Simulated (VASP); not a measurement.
# MgS (F-43m) in VASP: notebook, part 2 of 2

VASP 6.6.1. Earlier steps stand in the parts before.

### Step 3. Band structure, HSE06

Input file POSCAR:

```
MgS
1.0
    0.0000000000      2.8331200468      2.8331200468
    2.8331200468      0.0000000000      2.8331200468
    2.8331200468      2.8331200468      0.0000000000
S Mg
1 1
Direct
    0.2500000000      0.2500000000      0.2500000000
    0.0000000000      0.0000000000      0.0000000000
```

Input file INCAR.step1:

```
ALGO = Normal
EDIFF = 1E-5
ENCUT = 520
GGA = PE
ISIF = 2
ISMEAR = 0
KPAR = 4
LASPH = True
LCHARG = False
LREAL = False
LWAVE = True
NBANDS = 11
NELM = 100
PREC = Accurate
SIGMA = 0.02
```

Input file INCAR.step2:

```
ALGO = Normal
EDIFF = 1E-7
ENCUT = 520
GGA = PE
HFSCREEN = 0.2
ISIF = 2
ISMEAR = 0
ISTART = 1
KPAR = 4
LASPH = True
LCHARG = False
LHFCALC = True
LREAL = False
LWAVE = False
NBANDS = 11
NELM = 100
PREC = Accurate
PRECFOCK = Fast
SIGMA = 0.02
```

Input file KPOINTS:

```
k-points
0
Gamma
  6 6 6
```

Input file KPOINTS_OPT:

```
path GXWKGLUWLK,UX
12
line-mode
reciprocal
 0.0000000000  0.0000000000  0.0000000000  G
 0.5000000000  0.0000000000  0.5000000000  X

 0.5000000000  0.0000000000  0.5000000000  X
 0.5000000000  0.2500000000  0.7500000000  W

 0.5000000000  0.2500000000  0.7500000000  W
 0.3750000000  0.3750000000  0.7500000000  K

 0.3750000000  0.3750000000  0.7500000000  K
 0.0000000000  0.0000000000  0.0000000000  G

 0.0000000000  0.0000000000  0.0000000000  G
 0.5000000000  0.5000000000  0.5000000000  L

 0.5000000000  0.5000000000  0.5000000000  L
 0.6250000000  0.2500000000  0.6250000000  U

 0.6250000000  0.2500000000  0.6250000000  U
 0.5000000000  0.2500000000  0.7500000000  W

 0.5000000000  0.2500000000  0.7500000000  W
 0.5000000000  0.5000000000  0.5000000000  L

 0.5000000000  0.5000000000  0.5000000000  L
 0.3750000000  0.3750000000  0.7500000000  K

 0.6250000000  0.2500000000  0.6250000000  U
 0.5000000000  0.0000000000  0.5000000000  X
```

Potentials or basis: VASP PAW PBE potentials, release 64 (S, Mg).

Run with:

```
> cat potpaw_PBE.64/S/POTCAR potpaw_PBE.64/Mg/POTCAR > POTCAR
> cp INCAR.step1 INCAR
> mpirun -np 4 vasp_std > vasp.out
> cp INCAR.step2 INCAR
> mpirun -np 4 vasp_std > vasp.out
```

It took 14 min on 4 MPI ranks of Intel Xeon Platinum 8488C (Sapphire Rapids), shared host; peak memory 0.35 GiB.

The run converged. Its results:

* Free energy: -9.8652 eV
* Pressure: -0.3 GPa
* Band gap on the k mesh: 4.52 eV, direct
* Band gap along the path: 4.52 eV, direct

Levels at the corners of the path, in eV from the valence-band top:
| point | band 1 | band 2 | band 3 | band 4 | band 5 | band 6 | band 7 | band 8 |
| --- | --- | --- | --- | --- | --- | --- | --- | --- |
| Γ | -12.42 | 0.00 | 0.00 | 0.00 | 4.52 | 9.20 | 9.20 | 9.20 |
| X | -11.43 | -3.05 | -1.13 | -1.13 | 4.88 | 6.77 | 12.64 | 13.76 |
| X | -11.43 | -3.05 | -1.13 | -1.13 | 4.88 | 6.77 | 12.64 | 13.76 |
| W | -11.42 | -2.48 | -1.98 | -1.42 | 6.60 | 9.25 | 9.40 | 9.81 |
| W | -11.42 | -2.48 | -1.98 | -1.42 | 6.60 | 9.25 | 9.40 | 9.81 |
| K | -11.45 | -2.69 | -2.02 | -0.89 | 5.88 | 8.17 | 10.95 | 11.52 |
| K | -11.45 | -2.69 | -2.02 | -0.89 | 5.88 | 8.17 | 10.95 | 11.52 |
| Γ | -12.42 | 0.00 | 0.00 | 0.00 | 4.52 | 9.20 | 9.20 | 9.20 |
| Γ | -12.42 | 0.00 | 0.00 | 0.00 | 4.52 | 9.20 | 9.20 | 9.20 |
| L | -11.67 | -3.39 | -0.36 | -0.36 | 6.24 | 8.85 | 8.85 | 9.86 |
| L | -11.67 | -3.39 | -0.36 | -0.36 | 6.24 | 8.85 | 8.85 | 9.86 |
| U | -11.45 | -2.69 | -2.02 | -0.89 | 5.88 | 8.17 | 10.95 | 11.52 |
| U | -11.45 | -2.69 | -2.02 | -0.89 | 5.88 | 8.17 | 10.95 | 11.52 |
| W | -11.42 | -2.48 | -1.98 | -1.42 | 6.60 | 9.25 | 9.40 | 9.81 |
| W | -11.42 | -2.48 | -1.98 | -1.42 | 6.60 | 9.25 | 9.40 | 9.81 |
| L | -11.67 | -3.39 | -0.36 | -0.36 | 6.24 | 8.85 | 8.85 | 9.86 |
| L | -11.67 | -3.39 | -0.36 | -0.36 | 6.24 | 8.85 | 8.85 | 9.86 |
| K | -11.45 | -2.69 | -2.02 | -0.89 | 5.88 | 8.17 | 10.95 | 11.52 |
| U | -11.45 | -2.69 | -2.02 | -0.89 | 5.88 | 8.17 | 10.95 | 11.52 |
| X | -11.43 | -3.05 | -1.13 | -1.13 | 4.88 | 6.77 | 12.64 | 13.76 |

Caveat: the PAW data sets were made with another functional, which shifts forces and pressure a little.

### Step 4. Band structure, HSE03

POSCAR is that of step 3.

INCAR.step1 is that of step 3.

Changes to INCAR.step2 since step 3:

```diff
@@ -4,3 +4,3 @@
 GGA = PE
-HFSCREEN = 0.2
+HFSCREEN = 0.3
 ISIF = 2
```

KPOINTS is that of step 3.

KPOINTS_OPT is that of step 3.

Run with:

```
> cat potpaw_PBE.64/S/POTCAR potpaw_PBE.64/Mg/POTCAR > POTCAR
> cp INCAR.step1 INCAR
> mpirun -np 4 vasp_std > vasp.out
> cp INCAR.step2 INCAR
> mpirun -np 4 vasp_std > vasp.out
```

Wall time 12 min (4 MPI ranks of Intel Xeon Platinum 8488C (Sapphire Rapids), shared host); peak memory 0.35 GiB.

Results (log left out):

```yaml
Free_energy: -9.6312 eV
Pressure: -0.2 GPa
Band_gap_on_the_k_mesh: 4.29 eV, direct
Band_gap_along_the_path: 4.29 eV, direct
```

Levels at the corners of the path, in eV from the valence-band top:
```csv
point,band 1,band 2,band 3,band 4,band 5,band 6,band 7,band 8,band 9
Γ,-12.35,0.00,0.00,0.00,4.29,8.93,8.93,8.93,11.93
X,-11.37,-3.00,-1.11,-1.11,4.65,6.51,12.34,13.47,13.47
X,-11.37,-3.00,-1.11,-1.11,4.65,6.51,12.34,13.47,13.47
W,-11.36,-2.44,-1.95,-1.39,6.36,8.97,9.13,9.54,13.85
W,-11.36,-2.44,-1.95,-1.39,6.36,8.97,9.13,9.54,13.85
K,-11.38,-2.64,-1.98,-0.87,5.64,7.91,10.66,11.23,12.08
K,-11.38,-2.64,-1.98,-0.87,5.64,7.91,10.66,11.23,12.08
Γ,-12.35,0.00,0.00,0.00,4.29,8.93,8.93,8.93,11.93
Γ,-12.35,0.00,0.00,0.00,4.29,8.93,8.93,8.93,11.93
L,-11.61,-3.33,-0.35,-0.35,5.99,8.58,8.58,9.59,13.97
L,-11.61,-3.33,-0.35,-0.35,5.99,8.58,8.58,9.59,13.97
U,-11.38,-2.64,-1.98,-0.87,5.64,7.91,10.66,11.23,12.08
U,-11.38,-2.64,-1.98,-0.87,5.64,7.91,10.66,11.23,12.08
W,-11.36,-2.44,-1.95,-1.39,6.36,8.97,9.13,9.54,13.85
W,-11.36,-2.44,-1.95,-1.39,6.36,8.97,9.13,9.54,13.85
L,-11.61,-3.33,-0.35,-0.35,5.99,8.58,8.58,9.59,13.97
L,-11.61,-3.33,-0.35,-0.35,5.99,8.58,8.58,9.59,13.97
K,-11.38,-2.64,-1.98,-0.87,5.64,7.91,10.66,11.23,12.08
U,-11.38,-2.64,-1.98,-0.87,5.64,7.91,10.66,11.23,12.08
X,-11.37,-3.00,-1.11,-1.11,4.65,6.51,12.34,13.47,13.47
```

Caveat: the PAW data sets were made with another functional, which shifts forces and pressure a little.

### Step 5. Band structure, PBE0

POSCAR is that of step 4.

INCAR.step1 is that of step 4.

Changes to INCAR.step2 since step 4:

```diff
@@ -1 +1,2 @@
+AEXX = 0.25
 ALGO = Normal
@@ -4,3 +5,3 @@
 GGA = PE
-HFSCREEN = 0.3
+HFRCUT = -1
 ISIF = 2
```

KPOINTS is that of step 4.

KPOINTS_OPT is that of step 4.

Potentials or basis: VASP PAW PBE potentials, release 64 (S, Mg).

Run with:

```
> cat potpaw_PBE.64/S/POTCAR potpaw_PBE.64/Mg/POTCAR > POTCAR
> cp INCAR.step1 INCAR
> mpirun -np 4 vasp_std > vasp.out
> cp INCAR.step2 INCAR
> mpirun -np 4 vasp_std > vasp.out
```

OUTCAR:

```text
AEXX = 0.25
   EDIFF = 1E-7
   ENCUT = 520
   GGA = PE
   ISIF = 2
   ISMEAR = 0
   ISTART = 1
   LASPH = True
   LHFCALC = True
   LREAL = False
   NELM = 100
   PREC = Accurate
   PRECFOCK = Fast

 ion  position               nearest neighbor table
   1  0.250  0.250  0.250-   2 2.45   2 2.45   2 2.45   2 2.45
   2  0.000  0.000  0.000-   1 2.45   1 2.45   1 2.45   1 2.45

  LATTYP: Found a face centered cubic cell.
 ALAT       =     5.6662400936

  Lattice vectors:

 A1 = (   0.0000000000,   2.8331200468,   2.8331200468)
 A2 = (   2.8331200468,   0.0000000000,   2.8331200468)
 A3 = (   2.8331200468,   2.8331200468,   0.0000000000)

Analysis of symmetry for initial positions (statically):
=====================================================================
 Subroutine PRICEL returns:
 Original cell was already a primitive cell.

 Routine SETGRP: Setting up the symmetry group for a
 face centered cubic supercell.

 Subroutine GETGRP returns: Found 24 space group operations
 (whereof 24 operations were pure point group operations)
 out of a pool of 48 trial point group operations.

The static configuration has the point symmetry T_d .

Analysis of symmetry for dynamics (positions and initial velocities):
=====================================================================
 Subroutine PRICEL returns:
 Original cell was already a primitive cell.

 Routine SETGRP: Setting up the symmetry group for a
 face centered cubic supercell.

 Subroutine GETGRP returns: Found 24 space group operations
 (whereof 24 operations were pure point group operations)
 out of a pool of 48 trial point group operations.

The dynamic configuration has the point symmetry T_d .

 Subroutine INISYM returns: Found 24 space group operations
 (whereof 24 operations are pure point group operations),
 and found     1 'primitive' translations

----------------------------------------------------------------------------------------

                                     Primitive cell

  volume of cell :      45.4805

  direct lattice vectors                    reciprocal lattice vectors
     0.000000000  2.833120047  2.833120047    -0.176483874  0.176483874  0.176483874
     2.833120047  0.000000000  2.833120047     0.176483874 -0.176483874  0.176483874
     2.833120047  2.833120047  0.000000000     0.176483874  0.176483874 -0.176483874

  length of vectors
     4.006636794  4.006636794  4.006636794     0.305679036  0.305679036  0.305679036

  position of ions in fractional coordinates (direct lattice)
     0.250000000  0.250000000  0.250000000
     0.000000000  0.000000000  0.000000000

  ion indices of the primitive-cell ions
   primitive index   ion index
                 1           1
                 2           2

----------------------------------------------------------------------------------------

 KPOINTS: k-points

Automatic generation of k-mesh.
 Grid dimensions read from file:
 generate k-points for:    6    6    6

 Generating k-lattice:

  Cartesian coordinates                     Fractional coordinates (reciprocal lattice)
    -0.029413979  0.029413979  0.029413979     0.166666667  0.000000000  0.000000000
[... 39 lines left out ...]
   NGXF,Y,Z  is equivalent  to a cutoff of  24.90, 24.90, 24.90 a.u.
 SYSTEM =  unknown system
   PREC   = accura    normal or accurate (medium, high low for compatibility)
   ISTART =      1    job   : 0-new  1-cont  2-samecut
   ICHARG =      0    charge: 1-file 2-atom 10-const
   ISPIN  =      1    spin polarized calculation?
   LNONCOLLINEAR =      F non collinear calculations
   LSORBIT =      F    spin-orbit coupling
   LASPH  =      T    aspherical Exc in radial PAW
   ENCUT  =  520.0 eV  38.22 Ry    6.18 a.u.   7.45  7.45  7.45*2*pi/ulx,y,z
   NELM   =    100;   NELMIN=  2; NELMDL=  0     # of ELM steps
   EDIFF  = 0.1E-06   stopping-criterion for ELM
   LREAL  =      F    real-space projection
   EDIFFG = 0.1E-05   stopping-criterion for IOM
   NSW    =      0    number of steps for IOM
   IBRION =     -1    ionic relax: 0-MD 1-quasi-New 2-CG
   NFREE  =      0    steps in history (QN), initial steepest desc. (CG)
   ISIF   =      2    stress and relaxation
   ISYM   =      3    0-nonsym 1-usesym 2-fastsym
   POTIM  = 0.5000    time-step for ionic-motion
   TEBEG  =    0.0;   TEEND  =   0.0 temperature during run
   PSTRESS=    0.0 pullay stress
   NELECT =       8.0000    total number of electrons
   NUPDOWN=      -1.0000    fix difference up-down
   EMIN   =  10.00;   EMAX   =-10.00  energy-range for DOS
   EFERMI =   0.00;   METHOD = LEGACY
   ISMEAR =     0;   SIGMA  =   0.02  broadening in eV -4-tet -1-fermi 0-gaus
   EFERMI_NEDOS =   21; number of points for ismear=-14 and -15
   IALGO  =     38    algorithm
   IMIX   =      1    mixing-type and parameters
     AMIX     =   0.40;   BMIX     =  1.00
     AMIX_MAG =   1.60;   BMIX_MAG =  1.00
  volume/ion in A,a.u.               =      22.74       153.46
  Fermi-wavevector in a.u.,A,eV,Ry     =   0.917269  1.733386 11.447692  0.841382
  Thomas-Fermi vector in A             =   2.042218
   LORBIT       =      0    0 simple, 1 ext, 2 COOP (PROOUT), +10 PAW based schemes
   GGA     = PE    functional components
   LHFCALC =     T    Hartree Fock is set to
   PRECFOCK=fast      Normal, Fast or Accurate (Low or Medium for compatibility)
   ENCUT4O =  -1.0   cutoff for four orbital integrals eV
   NKREDX  =     1    reduce k-point grid by
   NKREDY  =     1    reduce k-point grid by
   NKREDZ  =     1    reduce k-point grid by
   AEXX    =    0.2500 exact exchange contribution
   HFSCREEN=    0.0000 screening length (either q_TF or 0.3 A-1)
   HFSCREENC=   0.0000 screening length for correlation (either q_TF or 0.3 A-1)
   ENCUTFOCK=  -1.0 apply spherical cutoff to Coloumb kernel
   IVDW    =     0    specifies the selected vdW correction
   LEPSILON=     F    determine dielectric tensor
   LRPA    =     F    only Hartree local field effects (RPA)
 non-spin polarized calculation
 Gauss-broadening in eV      SIGMA  =   0.02
  energy-cutoff  :      520.00
  volume of cell :       45.48
 maximum number of plane-waves:      1243
 NGX is ok and might be reduce to    30
  NGX = 18; NGY = 18; NGZ = 18

 number of electron       8.0000001 magnetization

 Free energy of the ion-electron system (eV)
  ---------------------------------------------------
  ext. energy  EPLUGINS =         0.00000000
  ---------------------------------------------------
  free energy    TOTEN  =       -10.39547018 eV

  energy without entropy =      -10.39547018  energy(sigma->0) =      -10.39547018

 E-fermi :   0.0445     XC(G=0):  -6.6357

 val. band max:       -0.0634252544   @ k =   0.0000   0.0000   0.0000
 cond. band min:       5.1209408390   @ k =   0.0000   0.0000   0.0000
 fundamental gap:      5.1843660934
 Fermi energy:         0.0445358175

 k-point     1 :       0.0000    0.0000    0.0000
  band No.  band energies     occupation
      1     -12.5332      2.00000
      2      -0.0634      2.00000
      3      -0.0634      2.00000
      4      -0.0634      2.00000
      5       5.1209      0.00000
      6       9.8671      0.00000
      7       9.8671      0.00000
      8       9.8671      0.00000
      9      12.8985      0.00000
     10      12.8985      0.00000
     11      15.6937      0.00000
[... 197 lines left out ...]
 k-point    16 :      -0.3333    0.5000    0.1667
  band No.  band energies     occupation
      1     -11.5331      2.00000
      2      -2.8122      2.00000
      3      -1.7725      2.00000
      4      -1.4351      2.00000
      5       6.6492      0.00000
      6       8.6923      0.00000
      7      11.3714      0.00000
      8      11.4252      0.00000
      9      14.6968      0.00000
     10      16.0236      0.00000
     11      16.1709      0.00000

------------------------ aborting loop because EDIFF is reached ----------------------------------------

  FORCE on cell =-STRESS in cart. coord.  units (eV):
  Direction    XX          YY          ZZ          XY          YZ          ZX
  --------------------------------------------------------------------------------------
  -------------------------------------------------------------------------------------
  Total       -0.0991032     -0.0991032     -0.0991032     -0.0000000      0.0000000      0.0000000
  in kB       -3.4911892     -3.4911892     -3.4911892     -0.0000000      0.0000000      0.0000000
  external PRESSURE =      -3.4911892 kB  Pullay stress =       0.0000000 kB

 VOLUME and BASIS-vectors are now :
 -----------------------------------------------------------------------------
  energy-cutoff  :      520.00
  volume of cell :       45.48
      direct lattice vectors                 reciprocal lattice vectors
     0.000000000  2.833120047  2.833120047    -0.176483874  0.176483874  0.176483874
     2.833120047  0.000000000  2.833120047     0.176483874 -0.176483874  0.176483874
     2.833120047  2.833120047  0.000000000     0.176483874  0.176483874 -0.176483874

 POSITION                                       TOTAL-FORCE (eV/Angst)
 -----------------------------------------------------------------------------------
      1.41656      1.41656      1.41656         0.000000      0.000000      0.000000
      0.00000      0.00000      0.00000        -0.000000     -0.000000     -0.000000
 -----------------------------------------------------------------------------------
    total drift:                                0.000000      0.000000      0.000000

  FREE ENERGIE OF THE ION-ELECTRON SYSTEM (eV)
  ---------------------------------------------------
  free  energy   TOTEN  =       -10.3954701797 eV

  energy  without entropy=      -10.3954701797  energy(sigma->0) =      -10.39547018
```

It took 12 min on 4 MPI ranks of Intel Xeon Platinum 8488C (Sapphire Rapids), shared host; peak memory 0.26 GiB.

Results:

- Free energy: -10.3955 eV
- Pressure: -0.3 GPa
- Band gap on the k mesh: 5.18 eV, direct
- Band gap along the path: 5.18 eV, direct

Levels at the corners of the path, in eV from the valence-band top:
```csv
point,band 2,band 3,band 4,band 5,band 6,band 7
Γ,0.00,0.00,0.00,5.18,9.93,9.93
X,-3.09,-1.14,-1.14,5.56,7.48,13.36
X,-3.09,-1.14,-1.14,5.56,7.48,13.36
W,-2.51,-2.02,-1.44,7.30,10.00,10.11
W,-2.51,-2.02,-1.44,7.30,10.00,10.11
K,-2.72,-2.05,-0.90,6.57,8.89,11.68
K,-2.72,-2.05,-0.90,6.57,8.89,11.68
Γ,0.00,0.00,0.00,5.18,9.93,9.93
Γ,0.00,0.00,0.00,5.18,9.93,9.93
L,-3.44,-0.37,-0.37,6.94,9.57,9.57
L,-3.44,-0.37,-0.37,6.94,9.57,9.57
U,-2.72,-2.05,-0.90,6.57,8.89,11.68
U,-2.72,-2.05,-0.90,6.57,8.89,11.68
W,-2.51,-2.02,-1.44,7.30,10.00,10.11
W,-2.51,-2.02,-1.44,7.30,10.00,10.11
L,-3.44,-0.37,-0.37,6.94,9.57,9.57
L,-3.44,-0.37,-0.37,6.94,9.57,9.57
K,-2.72,-2.05,-0.90,6.57,8.89,11.68
U,-2.72,-2.05,-0.90,6.57,8.89,11.68
X,-3.09,-1.14,-1.14,5.56,7.48,13.36
```

Caveat: the PAW data sets were made with another functional, which shifts forces and pressure a little.

### Step 6. Overview

| task | level | potentials or basis | k mesh | smearing | ladder | grid for exact exchange (PRECFOCK) | screening parameter | exchange at q = 0 | gap on the mesh (eV) | pressure (GPa) |
| --- | --- | --- | --- | --- | --- | --- | --- | --- | --- | --- |
| density of states | MS2 | VASP PAW PBE potentials, release 54 (S, Mg) | 8 × 8 × 8 | tetrahedron | - | - | - | - | 4.13 | -0.6 |
| band structure | HSE06 | VASP PAW PBE potentials, release 64 (S, Mg) | 6 × 6 × 6 | gaussian 0.02 eV | gaps | Fast | 0.2 1/A | - | 4.52 | -0.3 |
| band structure | HSE03 | VASP PAW PBE potentials, release 64 (S, Mg) | 6 × 6 × 6 | gaussian 0.02 eV | gaps | Fast | - | - | 4.29 | -0.2 |
| band structure | PBE0 | VASP PAW PBE potentials, release 64 (S, Mg) | 6 × 6 × 6 | gaussian 0.02 eV | gaps | Fast | - | truncated | 5.18 | -0.3 |

Alike in all rows: no spin polarisation; cell as given; cutoff (eV) 520.

Caveats: the PAW data sets were made with another functional, which shifts forces and pressure a little.

Total energies depend on the potentials used, so only differences within one code and one set of settings carry meaning.
